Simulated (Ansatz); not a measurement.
# Al (Fm-3m) in Ansatz: a series of runs

One crystal, Al, is run at these levels: r2SCAN+D4; tasks: single point, equation of state.

Program: Ansatz 0.2.0. These are calculated values, not measurements. Logs are shortened: lines on timing, memory, paths and dates and some standing lists are left out, and cuts for length are marked.

**The experiment to reproduce.**

“The interpretation of polycrystalline coherent inelastic neutron scattering from aluminium”, 2013, pmc:3831299 quotes, for a bulk crystal of Al: bulk modulus 76.9 GPa.

The results are compared with them further down.

### 1 The structure

It takes space group Fm-3m (No. 225, cubic). The conventional cell has a = 4.050 Å, b = 4.050 Å, c = 4.050 Å, α = 90.00°, β = 90.00°, γ = 90.00°. Around Al (site symmetry m-3m) lie 12 Al at 2.86 Å.

### 2 Single point, r2SCAN+D4, 15.61 Å³/atom (volume scaled by 0.94)

input.yaml reads:

```yaml
crystal:
  lattice:
    - [0.0, 1.9834708509, 1.9834708509]
    - [1.9834708509, 0.0, 1.9834708509]
    - [1.9834708509, 1.9834708509, 0.0]
  atoms:
    - { symbol: Al, position: [0.0, 0.0, 0.0] }
hamiltonian:
  xc: r2scan
  pseudopotentials: { kind: paw }
  dispersion: d4
kpoints:
  mp_grid: { grid: [11, 11, 11] }
scf:
  occupations: { method: fermi_dirac, width: 0.05 }
output:
  forces: true
  stress: true
  eigenvalues: true
  write_density: true
  write_potential: true
  elf: true
  volumetric_format: npy
```

Potentials or basis: Ansatz PAW.

Run with:

```bash
> ansatz run input.yaml --threads 2 --pin off --max-ram 5120MiB --backend cpu --events-out ev --progress --plain --runs-dir out
```

The log of the run:

```text
Warning: RAYON_NUM_THREADS=2 ignored (pool sized by the plan → 2); use --threads N
Engine: ansatz 0.2.0, aarch64-unknown-linux-gnu
Pseudopotentials: kind: paw
Pseudopotential: Al, paw, valence charge 3, recommended cutoff 500 eV (meta_gga), Al.paw.azcp
Functional definition: r2SCAN
  parameter k0 = 0.174
  parameter k1 = 0.065
  parameter a1 = 4.9479
  exchange = r2scan_x(k0 = k0, k1 = k1, a1 = a1)
  correlation = r2scan_c
Crystal: 1 atoms, lattice volume = 15.607 Å³
Basis set: ecut = 500 eV, 411 PW (Γ), exchange–correlation on 96×96×96 points (64 copies of the dense FFT grid, shifted against one another)
Bands: 6, of which v1, the nominal top of the filled ones, is band 2 counted from 1 (1 counted from 0)
Symmetry: 48 space group operations
Space group: Fm-3m (ITA 225), of the structure as read, at distance tolerance 2.5e-5 Å
k-points: 56 of 1331
Non-local potential: Al, projectors of the file, l = 0: 2, l = 1: 2, l = 2: 1
PAW form: soft (Blöchl's): semilocal exchange-correlation on the pseudo side does not see the compensation charge
PAW frozen core: Al, regenerated for the run's functional (the file was generated under x = pbe(κ = 0.804, μ = 0.2195149727645171), c = pbe(β = 0.06672455060314922))
PAW one-centre angular grid: Al, 302 points (default); XC on 160 Gauss nodes
Initial density: superposition of atomic densities (neutral atoms: chi_scale 0, normalization atom), corrected by the library's trained network
Initial wavefunctions: pseudopotential atomic-orbital guess
Functional: x = r2scan, c = r2scan; τ floored in thin density (d = 2e-4 eV/Å³)
SCF iter   1: F=—  HF=-540.534137 eV  |F-HF|=—  |Δ(HF+E_count)|=         —  Δρ=3.12e-3  dr2=1.68e-3  dr2_τ=5.29e-3  ethr=1.77e-3  ⟨swp⟩=5.0  Hψ=2967  notcnv=0
preconditioner: auto → none  [metal: Δε(μ)=0.080 eV  Ē_g=14.623 eV  σ=0.050 eV  W_gap=0.38  n_scr=0 (ndim 8)  ℏωp=16.3 eV  f_vac=0.000  D(μ)=0.47/eV (n_scr^D=0)]
SCF iter   2: F=—  HF=-540.541241 eV  |F-HF|=—  |Δ(HF+E_count)|=   7.10e-3  Δρ=2.25e-3  dr2=8.64e-4  dr2_τ=2.32e-6  ethr=5.60e-5  ⟨swp⟩=2.1  Hψ=1099  notcnv=0  defer=24
SCF iter   3: F=—  HF=-540.541169 eV  |F-HF|=—  |Δ(HF+E_count)|=   7.25e-5  Δρ=1.26e-3  dr2=2.58e-4  dr2_τ=7.60e-7  ethr=2.88e-5  ⟨swp⟩=1.2  Hψ=321  notcnv=0  defer=24
SCF iter   4: F=—  HF=-540.541148 eV  |F-HF|=—  |Δ(HF+E_count)|=   2.06e-5  Δρ=4.55e-4  dr2=3.28e-5  dr2_τ=4.30e-8  ethr=8.61e-6  ⟨swp⟩=1.0  Hψ=312  notcnv=0  defer=24
SCF iter   5: F=—  HF=-540.541147 eV  |F-HF|=—  |Δ(HF+E_count)|=   1.20e-6  Δρ=9.51e-5  dr2=1.41e-6  dr2_τ=1.73e-9  ethr=1.09e-6  ⟨swp⟩=1.0  Hψ=312  notcnv=0  defer=24
SCF iter   6: F=-540.541147 eV  HF=-540.541147 eV  |F-HF|=7.06e-10  |Δ(HF+E_count)|=   1.24e-8  Δρ=1.17e-5  dr2=2.16e-8  dr2_τ=2.99e-11  ethr=3.33e-9  ⟨swp⟩=6.8  Hψ=1606  notcnv=0
SCF 1 converged in 6 iterations: F = -540.541147 eV  dr2 = 2.16e-8
SCF converged after 6 iterations
Free energy (F): -540.541147 eV
Harris-Foulkes:  -540.541147 eV  (|F-HF|=7.06e-10)
Internal energy: -540.537558 eV  (E = F + TS)
E sigma→0 (E₀):  -540.539353 eV
Entropy (-TS):   -0.003589 eV (-3.589 meV/atom)
Fermi energy:    8.562232 eV
--- Per-component energies (eV) ---
  E_band       = 11.054859
  E_kinetic    = 23.837512
  E_local      = 11.101477  (includes V_loc(G=0)·N_el)
  E_nonlocal   = 9.688347
  E_hartree    = 0.129899
  E_xc         = -37.060895
  E_vxc        = -31.612179  (∫ρ·V_xc dr)
  E_paw        = -473.157391  (= ΣΔE_a)
  E_vpaw       = -3.451832  (= ΣTr[D̂ρ^β])
  E_aug_tail   = -0.000001  (compensation charges beyond the density's cutoff)
  E_vtau       = 1.231738  (kinetic-family band-sum trace: ∫τ·v_τ [+ j·A + Jᵃ·Aᵃ] dr)
  E_ewald      = -74.891887
  E_disp       = -0.124512  (pairwise vdW)
  E_core_change = -0.060108  (= ΣΔE_core)
  E_smearing   = -0.003589  (= −TS)
  E_closure    = -0.000000  (closes the sum)
  Σ components = -540.541147   (vs F -540.541147, Δ=0.00e0)
--- Forces (eV/Å), atoms counted from 1 ---
  atom   1  Al    -0.00000000    -0.00000000    -0.00000000
  max |Σ_I F_I| component: 3.53e-34 eV/Å
--- Stress (GPa, compression-positive) ---
        0.929964       0.000000      -0.000000
        0.000000       0.929964      -0.000000
        0.000000      -0.000000       0.929964
  P = ⅓ Tr σ = 0.9300 GPa (9.300 kbar)
--- Band table (eV; the first three rows and the last of 56) ---
  k-point 0: bands = ["-3.6748", "22.1630", "22.1630", "22.1630", "24.5868", "24.5868"]
  k-point 1: bands = ["-3.4277", "19.1619", "21.6439", "21.6439", "25.0004", "25.4940"]
  k-point 2: bands = ["-2.6890", "15.1874", "20.9385", "20.9385", "24.6446", "26.2153"]
  k-point 55: bands = ["6.9382", "7.2236", "8.9008", "11.2960", "23.8853", "27.1337"]
```

rho_z.tsv:

```text
# z_ang	rho[e/angstrom^3]
# format = ansatz-planar-average/11
# lattice	0.000000000	1.983470851	1.983470851
# lattice	1.983470851	0.000000000	1.983470851
# lattice	1.983470851	1.983470851	0.000000000
# sites	1
# site	13	0.000000000	0.000000000	0.000000000
0.000000	1.864559e-1
0.116877	1.866480e-1
0.233754	1.872508e-1
0.350631	1.883405e-1
0.467509	1.899977e-1
0.584386	1.921337e-1
[... 16 lines left out ...]
2.571297	1.872508e-1
2.688174	1.866480e-1
```

v_z.tsv:

```text
# z_ang	v_es[eV]	v_tot[eV]
# format = ansatz-planar-average/11
# xc	r2scan
# density_cutoff_ev	2000
# datasets	Al=:simpson_from_first_knot:soft:shift=0
# lattice	0.000000000	1.983470851	1.983470851
# lattice	1.983470851	0.000000000	1.983470851
# lattice	1.983470851	1.983470851	0.000000000
# sites	1
# site	13	0.000000000	0.000000000	0.000000000
0.000000	7.098695e-1	-1.085388e1
0.116877	7.378880e-1	-1.078980e1
0.233754	8.272772e-1	-1.059739e1
0.350631	1.001923e0	-1.024262e1
0.467509	1.316517e0	-9.676162e0
0.584386	1.848540e0	-8.902521e0
[... 16 lines left out ...]
2.571297	8.272772e-1	-1.059739e1
2.688174	7.378880e-1	-1.078980e1
```

Wall time 1.7 s (2 threads of Arm Neoverse N1, shared host); peak memory 0.3 GiB.

What came out:

```yaml
Free_energy: -540.5411 eV
Pressure: 0.9 GPa
Band_gap_on_the_k_mesh: none (metal or under the smearing width)
```

Caveat: pairwise dispersion overbinds metals, which lowers pressure and volume; the PAW data sets come from PBE, with cores solved anew for the run's functional, which leaves a small shift of forces and pressure.

### 3 Single point, r2SCAN+D4, 15.94 Å³/atom (volume scaled by 0.96)

input.yaml reads:

```yaml
crystal:
  lattice:
    - [0.0, 1.9974394157, 1.9974394157]
    - [1.9974394157, 0.0, 1.9974394157]
    - [1.9974394157, 1.9974394157, 0.0]
  atoms:
    - { symbol: Al, position: [0.0, 0.0, 0.0] }
hamiltonian:
  xc: r2scan
  pseudopotentials: { kind: paw }
  dispersion: d4
kpoints:
  mp_grid: { grid: [11, 11, 11] }
scf:
  occupations: { method: fermi_dirac, width: 0.05 }
output:
  forces: true
  stress: true
  eigenvalues: true
```

Potentials or basis: Ansatz PAW.

Run with:

```bash
> ansatz run input.yaml --threads 2 --pin off --max-ram 5120MiB --backend cpu --events-out ev --progress --plain --runs-dir out
```

It took 1.4 s on 2 threads of Arm Neoverse N1, shared host; peak memory 0.3 GiB.

It converged, with:

```yaml
Free_energy: -540.5410 eV
Pressure: -1.0 GPa
Band_gap_on_the_k_mesh: none (metal or under the smearing width)
```

Caveat: pairwise dispersion overbinds metals, which lowers pressure and volume; the PAW data sets come from PBE, with cores solved anew for the run's functional, which leaves a small shift of forces and pressure.

### 4 Single point, r2SCAN+D4, 16.27 Å³/atom (volume scaled by 0.98)

Edit input.yaml of step 3 so:

```diff
@@ -2,5 +2,5 @@
   lattice:
-    - [0.0, 1.9974394157, 1.9974394157]
-    - [1.9974394157, 0.0, 1.9974394157]
-    - [1.9974394157, 1.9974394157, 0.0]
+    - [0.0, 2.0112152952, 2.0112152952]
+    - [2.0112152952, 0.0, 2.0112152952]
+    - [2.0112152952, 2.0112152952, 0.0]
   atoms:
@@ -19 +19,5 @@
   eigenvalues: true
+  write_density: true
+  write_potential: true
+  elf: true
+  volumetric_format: npy
```

Run with:

```bash
> ansatz run input.yaml --threads 2 --pin off --max-ram 5120MiB --backend cpu --events-out ev --progress --plain --runs-dir out
```

It took 1.6 s on 2 threads of Arm Neoverse N1, shared host; peak memory 0.3 GiB.

It converged, with:

```yaml
Free_energy: -540.5370 eV
Pressure: -2.8 GPa
Band_gap_on_the_k_mesh: none (metal or under the smearing width)
```

Caveat: pairwise dispersion overbinds metals, which lowers pressure and volume; the PAW data sets come from PBE, with cores solved anew for the run's functional, which leaves a small shift of forces and pressure.

### 5 Single point, r2SCAN+D4, 16.60 Å³/atom

Edit input.yaml of step 4 so:

```diff
@@ -2,5 +2,5 @@
   lattice:
-    - [0.0, 2.0112152952, 2.0112152952]
-    - [2.0112152952, 0.0, 2.0112152952]
-    - [2.0112152952, 2.0112152952, 0.0]
+    - [0.0, 2.024805, 2.024805]
+    - [2.024805, 0.0, 2.024805]
+    - [2.024805, 2.024805, 0.0]
   atoms:
```

Run with:

```bash
> ansatz run input.yaml --threads 2 --pin off --max-ram 5120MiB --backend cpu --events-out ev --progress --plain --runs-dir out
```

Wall time 1.7 s (2 threads of Arm Neoverse N1, shared host); peak memory 0.31 GiB.

It converged, with:

```
Free energy            : -540.5295 eV
Pressure               : -4.4 GPa
Band gap on the k mesh : none (metal or under the smearing width)
```

Caveat: pairwise dispersion overbinds metals, which lowers pressure and volume; the PAW data sets come from PBE, with cores solved anew for the run's functional, which leaves a small shift of forces and pressure.

### 6 Single point, r2SCAN+D4, 16.93 Å³/atom (volume scaled by 1.02)

input.yaml reads:

```yaml
crystal:
  lattice:
    - [0.0, 2.0382146954, 2.0382146954]
    - [2.0382146954, 0.0, 2.0382146954]
    - [2.0382146954, 2.0382146954, 0.0]
  atoms:
    - { symbol: Al, position: [0.0, 0.0, 0.0] }
hamiltonian:
  xc: r2scan
  pseudopotentials: { kind: paw }
  dispersion: d4
kpoints:
  mp_grid: { grid: [11, 11, 11] }
scf:
  occupations: { method: fermi_dirac, width: 0.05 }
output:
  forces: true
  stress: true
  eigenvalues: true
```

Potentials or basis: Ansatz PAW.

Run with:

```bash
> ansatz run input.yaml --threads 2 --pin off --max-ram 5120MiB --backend cpu --events-out ev --progress --plain --runs-dir out
```

It took 1.4 s on 2 threads of Arm Neoverse N1, shared host; peak memory 0.3 GiB.

The run converged. Its results:

```
Free energy            : -540.5189 eV
Pressure               : -5.8 GPa
Band gap on the k mesh : none (metal or under the smearing width)
```

Caveat: pairwise dispersion overbinds metals, which lowers pressure and volume; the PAW data sets come from PBE, with cores solved anew for the run's functional, which leaves a small shift of forces and pressure.

### 7 Single point, r2SCAN+D4, 17.27 Å³/atom (volume scaled by 1.04)

Edit input.yaml of step 6 so:

```diff
@@ -2,5 +2,5 @@
   lattice:
-    - [0.0, 2.0382146954, 2.0382146954]
-    - [2.0382146954, 0.0, 2.0382146954]
-    - [2.0382146954, 2.0382146954, 0.0]
+    - [0.0, 2.0514502267, 2.0514502267]
+    - [2.0514502267, 0.0, 2.0514502267]
+    - [2.0514502267, 2.0514502267, 0.0]
   atoms:
```

Run with:

```bash
> ansatz run input.yaml --threads 2 --pin off --max-ram 5120MiB --backend cpu --events-out ev --progress --plain --runs-dir out
```

Wall time 1.4 s (2 threads of Arm Neoverse N1, shared host); peak memory 0.3 GiB.

It converged, with:

```yaml
Free_energy: -540.5056 eV
Pressure: -7.1 GPa
Band_gap_on_the_k_mesh: none (metal or under the smearing width)
```

Caveat: pairwise dispersion overbinds metals, which lowers pressure and volume; the PAW data sets come from PBE, with cores solved anew for the run's functional, which leaves a small shift of forces and pressure.

### 8 Single point, r2SCAN+D4, 17.60 Å³/atom (volume scaled by 1.06)

Edit input.yaml of step 7 so:

```diff
@@ -2,5 +2,5 @@
   lattice:
-    - [0.0, 2.0514502267, 2.0514502267]
-    - [2.0514502267, 0.0, 2.0514502267]
-    - [2.0514502267, 2.0514502267, 0.0]
+    - [0.0, 2.0645171409, 2.0645171409]
+    - [2.0645171409, 0.0, 2.0645171409]
+    - [2.0645171409, 2.0645171409, 0.0]
   atoms:
```

Run with:

```bash
> ansatz run input.yaml --threads 2 --pin off --max-ram 5120MiB --backend cpu --events-out ev --progress --plain --runs-dir out
```

Wall time 1.4 s (2 threads of Arm Neoverse N1, shared host); peak memory 0.3 GiB.

The run converged. Its results:

| Item | Value |
| --- | --- |
| Free energy | -540.4898 eV |
| Pressure | -8.2 GPa |
| Band gap on the k mesh | none (metal or under the smearing width) |

Caveat: pairwise dispersion overbinds metals, which lowers pressure and volume; the PAW data sets come from PBE, with cores solved anew for the run's functional, which leaves a small shift of forces and pressure.

### 9 Equation of state, r2SCAN+D4

Potentials or basis: Ansatz PAW.

No new run: the results of the series are fitted here.

Results:

| Property | Result |
| --- | --- |
| Equilibrium volume | 15.76 Å³/atom |
| Bulk modulus | 94 GPa |
| Pressure derivative of the bulk modulus | 4.3 |

Energy against volume, from the lowest point:
| volume (Å³/atom) | energy (meV/atom) |
| --- | --- |
| 15.607 | 0.00 |
| 15.939 | 0.15 |
| 16.271 | 4.16 |
| 16.603 | 11.63 |
| 16.935 | 22.20 |
| 17.267 | 35.55 |
| 17.599 | 51.37 |

Caveat: the PAW data sets were made with another functional, which shifts forces and pressure a little.

### 10 Against experiment

Step 9. Measured bulk modulus of Al: 76.9 GPa (quoted in “The interpretation of polycrystalline coherent inelastic neutron scattering from aluminium”, 2013, pmc:3831299). This calculation gives 94 GPa (+22.1 %). The fit is for a static lattice scaled at fixed shape and fixed fractional positions. The cell as given is a measured one (16.60 Å³/atom); r2SCAN+D4 puts the equilibrium volume -5.1 % from it, thermal expansion not counted.
